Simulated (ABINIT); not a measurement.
The system is SnO2 (Cassiterite).

```xyz
6
Lattice="4.7380 0.0000 0.0000 0.0000 4.7380 0.0000 0.0000 0.0000 3.1865" Properties=species:S:1:pos:R:3 pbc="T T T"
Sn    2.3690    2.3690    1.5933
Sn    0.0000    0.0000    0.0000
O     3.8240    0.9140    1.5933
O     3.2830    3.2830    0.0000
O     0.9140    3.8240    1.5933
O     1.4550    1.4550    0.0000
```

* Program: ABINIT 10.8.3 (patched build)
* Task: relaxation of cell and atoms
* Functional: PBE
* Potentials or basis: JTH PAW PBE v2.0
* Cutoff: 626 eV
* k mesh: 3 × 3 × 4
* Occupations: fermi-dirac, width 0.05 eV
* Spin: no spin polarisation

At the start: pressure 10.2 GPa; volume 11.92 Å³/atom.

Where does the relaxation end?

Over 7 steps the energy falls by 18.6 meV/atom and the volume is 12.53 Å³/atom (+5.1 %); space group P4_2/mnm (No. 136, to 0.05 Å).

The path:
```
step  energy change (eV)  largest force (eV/Å)  pressure (GPa)  volume (Å³)
   1              0.0000                0.2601           10.20        71.53
   2             -0.0971                0.0722            3.37        73.79
   3             -0.1106                0.0060            0.29        74.97
   4             -0.1109                0.0094            0.01        75.09
   5             -0.1113                0.0067           -0.15        75.20
   6             -0.1114                0.0010           -0.10        75.20
   7             -0.1114                0.0016           -0.02        75.17
```

Final structure:
```cif
data_structure
_symmetry_space_group_name_H-M 'P 1'
_symmetry_Int_Tables_number 1
_cell_length_a 4.8204
_cell_length_b 4.8204
_cell_length_c 3.2351
_cell_angle_alpha 90.000
_cell_angle_beta 90.000
_cell_angle_gamma 90.000
_cell_volume 75.17
loop_
_atom_site_label
_atom_site_type_symbol
_atom_site_fract_x
_atom_site_fract_y
_atom_site_fract_z
_atom_site_occupancy
Sn1 Sn 0.50000 0.50000 0.50000 1
Sn2 Sn 0.00000 0.00000 0.00000 1
O1 O 0.80659 0.19341 0.50000 1
O2 O 0.69341 0.69341 0.00000 1
O3 O 0.19341 0.80659 0.50000 1
O4 O 0.30659 0.30659 0.00000 1
```

Caveat: the k mesh is coarse (spacing up to 0.49 Å⁻¹), so the values aren't converged; the atomic spheres overlap.
